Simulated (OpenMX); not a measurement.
Runs of OpenMX 3.8.5 on Au. The structure is hexagonal, space group P6_3/mmc (No. 194). Conventional cell: a = 2.958 Å, b = 2.958 Å, c = 4.880 Å, α = 90.00°, β = 90.00°, γ = 120.00°. Au (site symmetry -6m2) is surrounded by 12 Au at 2.96 to 2.98 Å. This isn't the form of Au at room conditions, which is fcc.

| cell | k mesh | gap on the mesh (eV) | pressure (GPa) | largest force (eV/Å) |
| --- | --- | --- | --- | --- |
| P6_3/mmc, 18.49 Å³/atom | 9 × 9 × 5 | none | -3.0 | 0.01 |
| P6_3/mmc, 16.38 Å³/atom | 9 × 9 × 5 | none | (a) | 0.01 |
| atoms moved at random, drawn with an rms of 0.05 Å | 11 × 11 × 7 | none | 3.0 | 0.14 |
| P6_3/mmc, 19.22 Å³/atom | 9 × 9 × 5 | none | -7.4 | 0.01 |
| P6_3/mmc, 17.77 Å³/atom | 11 × 11 × 7 | none | 2.9 | 0.01 |

Alike in all rows: task single point; level PBE; potentials or basis OpenMX 2013 PBE set, Au7.0-s3p2d2f1, grid cutoff 400 Ry; no spin polarisation; smearing fermi-dirac 0.05 eV.

Problem. Estimate the missing entries.

Solution. (a) 20.6.

Caveats: the basis of atomic orbitals isn't converged, which shifts pressures, moduli and gaps.

A k mesh can miss the band edges, and the runs leave out spin-orbit coupling on Au.

A gap of «none» marks a metal or a gap under the smearing width.
